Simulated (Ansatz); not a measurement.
## YN: the change of band gap with volume per atom

All results are calculated (Ansatz 0.2.0). Periodic Kohn-Sham DFT of a crystal at fixed atoms; Kohn-Sham levels at symmetry points; band -1 is the highest filled and +1 the lowest empty one at that point, spin up along a +z start moment.

Cell of the first row (space group Fm-3m, No. 225):
```
cell vectors (Å)
   0.0000     2.4221     2.4221
   2.4221     0.0000     2.4221
   2.4221     2.4221     0.0000
atoms (fractions of the cell vectors)
Y   0.00000  0.00000  0.00000
N   0.50000  0.50000  0.50000
```

Settings of every row: method all-electron LAPW; functional LDA; relativity scalar; k mesh 11x11x11; filling fermi-dirac; smearing width 0.03 eV; basis error target 1 meV/atom; nucleus gaussian.

Atom start moment: 0 on all atoms.

Limits: small gap, it may come from the mesh; semilocal functionals tend to give too small a gap.

```
row  volume per atom (Å³)  band gap (eV)  smallest direct gap on path (eV)
  1                 14.21              ?                                 ?
  2                14.355          0.068                              0.44
  3                  14.5          0.086                             0.467
  4                14.645          0.104                             0.493
  5                 14.79          0.121                             0.518
  6                 15.08          0.154                             0.565
  7                 15.37          0.185                             0.608
```

Question: what band gap should row 1 give?

Worked fit of band gap. Take t = volume per atom − 15, in Å³. The shown rows have t = -0.645, -0.5, -0.355, -0.21, 0.08, 0.37. Least squares give band gap = 0.1451 + 0.1121 × t − 0.0116 × t² eV; a straight line predicts inner rows, each left out in turn, worse (root mean square 0.0012 against 0.00016 eV). All shown rows lie on it to the printed digit. The withheld row has t = -0.79, so the fit gives 0.1451 + 0.1121 × (-0.79) − 0.0116 × (-0.79)² = 0.049 eV.

The calculation gave 0.049 eV. The fit meets it to the printed digit. This row lies beyond the range of the fit.

The other values of row 1: smallest direct gap on path 0.412 eV.
